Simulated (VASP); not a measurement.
# ZrN (Fm-3m) in VASP: notebook

One crystal, ZrN, is run at these levels: PBE; tasks: optical spectrum.

All numbers are computed with VASP 6.6.1; they aren't measurements. Logs are shortened: lines on timing, memory, paths and dates and some standing lists are left out, and cuts for length are marked.

### 1 The crystal as given

It takes space group Fm-3m (No. 225, cubic). The conventional cell has a = 4.575 Å, b = 4.575 Å, c = 4.575 Å, α = 90.00°, β = 90.00°, γ = 90.00°. Around Zr (site symmetry m-3m) lie 6 N at 2.29 Å. Around N (site symmetry m-3m) lie 6 Zr at 2.29 Å.

The cell was built by a generator and isn't the measured one.

### 2 Optical spectrum, PBE

INCAR reads:

```
ALGO = Normal
CSHIFT = 0.1
EDIFF = 1E-6
ENCUT = 520
GGA = PE
ISIF = 2
ISMEAR = -1
LASPH = True
LCHARG = False
LOPTICS = True
LREAL = False
LWAVE = False
NBANDS = 40
NEDOS = 2000
NELM = 80
PREC = Accurate
SIGMA = 0.05
```

KPOINTS reads:

```
k-points
0
Gamma
  12 12 12
```

POSCAR reads:

```
ZrN
1.0
    0.0000000000      2.2875000000      2.2875000000
    2.2875000000      0.0000000000      2.2875000000
    2.2875000000      2.2875000000      0.0000000000
Zr N
1 1
Direct
    0.0000000000      0.0000000000      0.0000000000
    0.5000000000      0.5000000000      0.5000000000
```

Potentials or basis: VASP PAW PBE potentials, release 64 (Zr_sv, N).

On the command line:

```
$ cat potpaw_PBE.64/Zr_sv/POTCAR potpaw_PBE.64/N/POTCAR > POTCAR
$ mpirun -np 1 vasp_std > vasp.out
```

OUTCAR:

```text
EDIFF = 1E-6
   ENCUT = 520
   GGA = PE
   ISIF = 2
   ISMEAR = -1
   LASPH = True
   LREAL = False
   NELM = 80
   PREC = Accurate

 ion  position               nearest neighbor table
   1  0.000  0.000  0.000-   2 2.29   2 2.29   2 2.29   2 2.29   2 2.29   2 2.29
   2  0.500  0.500  0.500-   1 2.29   1 2.29   1 2.29   1 2.29   1 2.29   1 2.29

  LATTYP: Found a face centered cubic cell.
 ALAT       =     4.5750000000

  Lattice vectors:

 A1 = (   0.0000000000,   2.2875000000,   2.2875000000)
 A2 = (   2.2875000000,   0.0000000000,   2.2875000000)
 A3 = (   2.2875000000,   2.2875000000,   0.0000000000)

Analysis of symmetry for initial positions (statically):
=====================================================================
 Subroutine PRICEL returns:
 Original cell was already a primitive cell.

 Routine SETGRP: Setting up the symmetry group for a
 face centered cubic supercell.

 Subroutine GETGRP returns: Found 48 space group operations
 (whereof 48 operations were pure point group operations)
 out of a pool of 48 trial point group operations.

The static configuration has the point symmetry O_h .

Analysis of symmetry for dynamics (positions and initial velocities):
=====================================================================
 Subroutine PRICEL returns:
 Original cell was already a primitive cell.

 Routine SETGRP: Setting up the symmetry group for a
 face centered cubic supercell.

 Subroutine GETGRP returns: Found 48 space group operations
 (whereof 48 operations were pure point group operations)
 out of a pool of 48 trial point group operations.

The dynamic configuration has the point symmetry O_h .

 Subroutine INISYM returns: Found 48 space group operations
 (whereof 48 operations are pure point group operations),
 and found     1 'primitive' translations

----------------------------------------------------------------------------------------

                                     Primitive cell

  volume of cell :      23.9394

  direct lattice vectors                    reciprocal lattice vectors
     0.000000000  2.287500000  2.287500000    -0.218579235  0.218579235  0.218579235
     2.287500000  0.000000000  2.287500000     0.218579235 -0.218579235  0.218579235
     2.287500000  2.287500000  0.000000000     0.218579235  0.218579235 -0.218579235

  length of vectors
     3.235013524  3.235013524  3.235013524     0.378590340  0.378590340  0.378590340

  position of ions in fractional coordinates (direct lattice)
     0.000000000  0.000000000  0.000000000
     0.500000000  0.500000000  0.500000000

  ion indices of the primitive-cell ions
   primitive index   ion index
                 1           1
                 2           2

----------------------------------------------------------------------------------------

 KPOINTS: k-points

Automatic generation of k-mesh.
 Grid dimensions read from file:
 generate k-points for:   12   12   12

 Generating k-lattice:

  Cartesian coordinates                     Fractional coordinates (reciprocal lattice)
    -0.018214936  0.018214936  0.018214936     0.083333333  0.000000000  0.000000000
     0.018214936 -0.018214936  0.018214936     0.000000000  0.083333333  0.000000000
     0.018214936  0.018214936 -0.018214936     0.000000000  0.000000000  0.083333333

  Length of vectors
     0.031549195  0.031549195  0.031549195

  Shift w.r.t. Gamma in fractional coordinates (k-lattice)
     0.000000000  0.000000000  0.000000000

 Subroutine IBZKPT returns following result:
 ===========================================

 Found     72 irreducible k-points:

 Following reciprocal coordinates:
            Coordinates               Weight
  0.000000  0.000000  0.000000      1.000000
  0.083333  0.000000  0.000000      8.000000
  0.166667  0.000000  0.000000      8.000000
  0.250000  0.000000  0.000000      8.000000
  0.333333  0.000000  0.000000      8.000000
  0.416667  0.000000  0.000000      8.000000
[... 16 lines left out ...]
  0.500000  0.166667  0.000000     24.000000
 -0.416667  0.166667  0.000000     24.000000
 [... further k-points ...]
   k-points           NKPTS =     72   k-points in BZ     NKDIM =     72   number of bands    NBANDS=     40
   number of dos      NEDOS =   2000   number of ions     NIONS =      2
   total plane-waves  NPLWV =  13824
   dimension x,y,z NGX =    24 NGY =   24 NGZ =   24
   dimension x,y,z NGXF=    48 NGYF=   48 NGZF=   48
   ions per type =               1   1
   NGX,Y,Z   is equivalent  to a cutoff of  12.33, 12.33, 12.33 a.u.
   NGXF,Y,Z  is equivalent  to a cutoff of  24.67, 24.67, 24.67 a.u.
 SYSTEM =  unknown system
   PREC   = accura    normal or accurate (medium, high low for compatibility)
   ISTART =      0    job   : 0-new  1-cont  2-samecut
   ICHARG =      2    charge: 1-file 2-atom 10-const
   ISPIN  =      1    spin polarized calculation?
   LNONCOLLINEAR =      F non collinear calculations
   LSORBIT =      F    spin-orbit coupling
   LASPH  =      T    aspherical Exc in radial PAW
   ENCUT  =  520.0 eV  38.22 Ry    6.18 a.u.   6.01  6.01  6.01*2*pi/ulx,y,z
   NELM   =     80;   NELMIN=  2; NELMDL= -5     # of ELM steps
   EDIFF  = 0.1E-05   stopping-criterion for ELM
   LREAL  =      F    real-space projection
   EDIFFG = 0.1E-04   stopping-criterion for IOM
   NSW    =      0    number of steps for IOM
   IBRION =     -1    ionic relax: 0-MD 1-quasi-New 2-CG
   NFREE  =      0    steps in history (QN), initial steepest desc. (CG)
   ISIF   =      2    stress and relaxation
   ISYM   =      2    0-nonsym 1-usesym 2-fastsym
   POTIM  = 0.5000    time-step for ionic-motion
   TEBEG  =    0.0;   TEEND  =   0.0 temperature during run
   PSTRESS=    0.0 pullay stress
   NELECT =      17.0000    total number of electrons
   NUPDOWN=      -1.0000    fix difference up-down
   EMIN   =  10.00;   EMAX   =-10.00  energy-range for DOS
   EFERMI =   0.00;   METHOD = LEGACY
   ISMEAR =    -1;   SIGMA  =   0.05  broadening in eV -4-tet -1-fermi 0-gaus
   EFERMI_NEDOS =   21; number of points for ismear=-14 and -15
   IALGO  =     38    algorithm
   IMIX   =      4    mixing-type and parameters
     AMIX     =   0.40;   BMIX     =  1.00
     AMIX_MAG =   1.60;   BMIX_MAG =  1.00
  volume/ion in A,a.u.               =      11.97        80.78
  Fermi-wavevector in a.u.,A,eV,Ry     =   1.460562  2.760062 29.024516  2.133242
  Thomas-Fermi vector in A             =   2.576997
   LORBIT       =      0    0 simple, 1 ext, 2 COOP (PROOUT), +10 PAW based schemes
   GGA     = PE    functional components
   LHFCALC =     F    Hartree Fock is set to
   AEXX    =    0.0000 exact exchange contribution
   IVDW    =     0    specifies the selected vdW correction
   LEPSILON=     F    determine dielectric tensor
   LRPA    =     F    only Hartree local field effects (RPA)
 non-spin polarized calculation
  energy-cutoff  :      520.00
  volume of cell :       23.94
 maximum number of plane-waves:       656
   NGX = 13   NGY = 13   NGZ = 13

 number of electron      16.9999999 magnetization

 Free energy of the ion-electron system (eV)
  ---------------------------------------------------
  ext. energy  EPLUGINS =         0.00000000
  ---------------------------------------------------
  free energy    TOTEN  =       -20.37532250 eV

  energy without entropy =      -20.37273051  energy(sigma->0) =      -20.37402651

 E-fermi :  12.0502     XC(G=0): -12.5383

 val. band max:       11.9626015947   @ k =  -0.0833   0.0833   0.0000
 cond. band min:      12.1245931438   @ k =  -0.1667   0.2500   0.0833
 fundamental gap:      0.1619915491
 Fermi energy:        12.0502055918

 k-point     1 :       0.0000    0.0000    0.0000
  band No.  band energies     occupation
      1     -37.5203      2.00000
      2     -15.1347      2.00000
      3     -15.1347      2.00000
      4     -15.1347      2.00000
      5      -4.2499      2.00000
      6       9.3840      2.00000
[... 12 lines left out ...]
     19      36.9274      0.00000
     20      36.9274      0.00000
[... 507 lines left out ...]
 k-point    24 :      -0.4167    0.1667    0.0000
  band No.  band energies     occupation
      1     -37.3607      2.00000
      2     -16.1935      2.00000
      3     -15.4358      2.00000
      4     -15.2712      2.00000
      5      -2.3959      2.00000
      6       4.9876      2.00000
[... 12 lines left out ...]
     19      33.4651      0.00000
     20      34.5861      0.00000

 [... further k-points ...]

 [bands above 20 left out]

------------------------ aborting loop because EDIFF is reached ----------------------------------------

  FORCE on cell =-STRESS in cart. coord.  units (eV):
  Direction    XX          YY          ZZ          XY          YZ          ZX
  --------------------------------------------------------------------------------------
  -------------------------------------------------------------------------------------
  Total        0.5218153      0.5218153      0.5218153     -0.0000000      0.0000000      0.0000000
  in kB       34.9232039     34.9232039     34.9232039     -0.0000000      0.0000000      0.0000000
  external PRESSURE =      34.9232039 kB  Pullay stress =       0.0000000 kB

 VOLUME and BASIS-vectors are now :
 -----------------------------------------------------------------------------
  energy-cutoff  :      520.00
  volume of cell :       23.94
      direct lattice vectors                 reciprocal lattice vectors
     0.000000000  2.287500000  2.287500000    -0.218579235  0.218579235  0.218579235
     2.287500000  0.000000000  2.287500000     0.218579235 -0.218579235  0.218579235
     2.287500000  2.287500000  0.000000000     0.218579235  0.218579235 -0.218579235

 POSITION                                       TOTAL-FORCE (eV/Angst)
 -----------------------------------------------------------------------------------
      0.00000      0.00000      0.00000        -0.000000     -0.000000     -0.000000
      2.28750      2.28750      2.28750         0.000000      0.000000      0.000000
 -----------------------------------------------------------------------------------
    total drift:                                0.000000     -0.000000     -0.000000

  FREE ENERGIE OF THE ION-ELECTRON SYSTEM (eV)
  ---------------------------------------------------
  free  energy   TOTEN  =       -20.3753225001 eV

  energy  without entropy=      -20.3727305126  energy(sigma->0) =      -20.37402651

 electrical conductivity sigma (Mega S m-1) (frequency dependency in vasprun.xml)
  --------------------------------------------------------------------------------------
         NaN         NaN         NaN
         NaN         NaN         NaN
         NaN         NaN         NaN

  frequency dependent IMAGINARY DIELECTRIC FUNCTION (independent particle, no local field effects) density-density
     E(ev)      X         Y         Z        XY        YZ        ZX
  --------------------------------------------------------------------------------------------------------------
     0.00000     0.00000     0.00000     0.00000     0.00000     0.00000     0.00000
     1.28210     0.55976     0.55976     0.55976     0.00000     0.00000    -0.00000
     2.56421     0.34169     0.34169     0.34169     0.00000     0.00000    -0.00000
     3.84631     1.99157     1.99157     1.99157     0.00000     0.00000    -0.00000
     5.12841     7.54262     7.54262     7.54262     0.00000     0.00000    -0.00000
     6.41051     8.87246     8.87246     8.87246     0.00000     0.00000     0.00000
[... 92 lines left out ...]
   125.64609     0.00009     0.00009     0.00009     0.00000    -0.00000    -0.00000
   126.92819     0.00009     0.00009     0.00009     0.00000    -0.00000    -0.00000

  frequency dependent      REAL DIELECTRIC FUNCTION (independent particle, no local field effects) density-density
     E(ev)        X           Y           Z          XY          YZ          ZX
  --------------------------------------------------------------------------------------------------------------
     0.00000   159.75907   159.75907   159.75907     0.00000     0.00000    -0.00000
     1.28210     4.78887     4.78887     4.78887    -0.00000    -0.00000     0.00000
     2.56421     6.81076     6.81076     6.81076    -0.00000    -0.00000     0.00000
     3.84631     9.33260     9.33260     9.33260     0.00000     0.00000     0.00000
     5.12841    10.37489    10.37489    10.37489    -0.00000     0.00000     0.00000
     6.41051     6.16450     6.16450     6.16450    -0.00000    -0.00000     0.00000
[... 92 lines left out ...]
   125.64609     0.94784     0.94784     0.94784    -0.00000    -0.00000     0.00000
   126.92819     0.94896     0.94896     0.94896    -0.00000    -0.00000     0.00000

  frequency dependent IMAGINARY DIELECTRIC FUNCTION (independent particle, no local field effects) current-current
     E(ev)      X         Y         Z        XY        YZ        ZX
  --------------------------------------------------------------------------------------------------------------
     0.00000    76.41361    76.41361    76.41361     0.00000     0.00000     0.00000
     1.28210     1.15270     1.15270     1.15270    -0.00000    -0.00000     0.00000
     2.56421     0.79227     0.79227     0.79227    -0.00000    -0.00000     0.00000
     3.84631     2.44315     2.44315     2.44315     0.00000     0.00000     0.00000
     5.12841     7.93816     7.93816     7.93816    -0.00000    -0.00000     0.00000
     6.41051     9.05562     9.05562     9.05562    -0.00000    -0.00000     0.00000
[... 92 lines left out ...]
   125.64609     0.00001     0.00001     0.00001    -0.00000     0.00000     0.00000
   126.92819     0.00000     0.00000     0.00000    -0.00000     0.00000     0.00000

  frequency dependent      REAL DIELECTRIC FUNCTION (independent particle, no local field effects) current-current
     E(ev)        X           Y           Z          XY          YZ          ZX
  --------------------------------------------------------------------------------------------------------------
     0.00000   -15.06608   -15.06608   -15.06608    -0.00000    -0.00000    -0.00000
     1.28210     6.93525     6.93525     6.93525    -0.00000    -0.00000     0.00000
     2.56421     7.34568     7.34568     7.34568    -0.00000    -0.00000     0.00000
     3.84631     9.48525     9.48525     9.48525    -0.00000    -0.00000     0.00000
     5.12841    10.18368    10.18368    10.18368     0.00000     0.00000    -0.00000
     6.41051     5.95735     5.95735     5.95735    -0.00000     0.00000    -0.00000
[... 92 lines left out ...]
   125.64609     0.94807     0.94807     0.94807     0.00000     0.00000    -0.00000
   126.92819     0.94918     0.94918     0.94918     0.00000     0.00000    -0.00000
```

Wall time 19 s (1 thread of Intel Xeon 6975P-C (Granite Rapids), shared host); peak memory 0.21 GiB.

What came out:

* Free energy: -20.3753 eV
* Pressure: 3.5 GPa
* Band gap on the k mesh: none (metal or under the smearing width)

Dielectric function (mean over the directions given):
| energy (eV) | real part | imaginary part |
| --- | --- | --- |
| 0.26 | -18.77 | 53.88 |
| 0.71 | -1.23 | 2.62 |
| 1.22 | 4.47 | 0.59 |
| 1.73 | 5.92 | 0.70 |
| 2.24 | 6.29 | 0.99 |
| 2.76 | 7.35 | 0.36 |
| 3.27 | 8.20 | 1.20 |
| 3.78 | 9.07 | 1.82 |
| 4.23 | 8.39 | 3.41 |
| 4.74 | 10.15 | 3.55 |
| 5.26 | 8.79 | 8.25 |
| 5.77 | 6.85 | 8.91 |
| 6.28 | 6.28 | 7.81 |
| 6.80 | 3.48 | 7.15 |
| 7.31 | 4.77 | 8.76 |
| 7.82 | 2.13 | 8.43 |
| 8.27 | 1.84 | 8.09 |
| 8.78 | 0.00 | 7.99 |
| 9.30 | -1.08 | 7.41 |
| 9.81 | -2.70 | 7.45 |
| 10.32 | -3.25 | 4.70 |
| 10.83 | -2.46 | 3.76 |
| 11.35 | -2.66 | 2.92 |
| 11.86 | -2.10 | 1.50 |
| 12.31 | -1.31 | 1.11 |
| 12.82 | -0.65 | 0.97 |
| 13.33 | -0.36 | 0.80 |
| 13.85 | 0.18 | 0.95 |
| 14.36 | 0.44 | 1.00 |
| 14.87 | 0.67 | 1.23 |
| 15.39 | 0.76 | 1.37 |
| 15.90 | 0.66 | 1.21 |
| 16.35 | 0.62 | 1.91 |
| 16.86 | 0.51 | 1.62 |
| 17.37 | 0.45 | 1.71 |
| 17.89 | 0.12 | 1.48 |
| 18.40 | 0.14 | 1.36 |
| 18.91 | -0.02 | 1.16 |
| 19.42 | 0.20 | 1.09 |
| 19.94 | 0.05 | 1.08 |

Caveat: independent-particle spectra lack excitons; the intraband (Drude) part of a metal's response may be missing.

(Part 1 of 2 ends here.)
